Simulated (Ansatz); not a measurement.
# GaN: the cost of one run

Program: Ansatz 0.2.0. Level of theory: DFT PBEsol, scalar-relativistic, plane waves, PAW. These are calculated values, not measurements.

## 1. The starting structure

Symmetry: F-43m, No. 216, cubic system. Conventional cell: a = 4.507 Å, b = 4.507 Å, c = 4.507 Å, α = 90.00°, β = 90.00°, γ = 90.00°. Ga (site symmetry -43m) is surrounded by 4 N at 1.95 Å. Around N (site symmetry -43m) lie 4 Ga at 1.95 Å.

As a file:

```
Ga N
1.0
     0.00000    2.25350    2.25350
     2.25350    0.00000    2.25350
     2.25350    2.25350    0.00000
Ga N
1 1
Direct
  0.00000 0.00000 0.00000
  0.75000 0.75000 0.75000
```

The structure comes from the Materials Project (structure only).

## 2. A random distortion, cell strained

What differs from the listed cell: strain xx, yy, zz, yz, xz, xy = -0.9, -0.4, -0.7, +0.5, +0.0, +0.1 %; atoms moved by 0.10 Å root mean square, at most 0.10 Å.

input.yaml reads:

```yaml
crystal:
  lattice:
    - [0.0021633606, 2.2547851028, 2.2485879762]
    - [2.2332867071, 0.0132055136, 2.2375458232]
    - [2.2349993675, 2.2454556103, 0.0114928531]
  atoms:
    - { symbol: Ga, position: [-0.0022764582, -0.0218726367, 0.0365076449] }
    - { symbol: "N", position: [0.7522764582, 0.7718726367, 0.7134923551] }
basis:
  ecutwfc: 420
kpoints:
  mp_grid: { grid: [10, 10, 10] }
hamiltonian:
  xc: pbesol
scf:
  occupations: { method: gaussian, width: 0.02 }
output:
  forces: true
  stress: true
  eigenvalues: true
```

**Question.** How long does this run take on 1 thread of an x86-64 CPU, shared host, and how much memory does it need?

About 8.6 s, with a peak of 0.53 GiB.
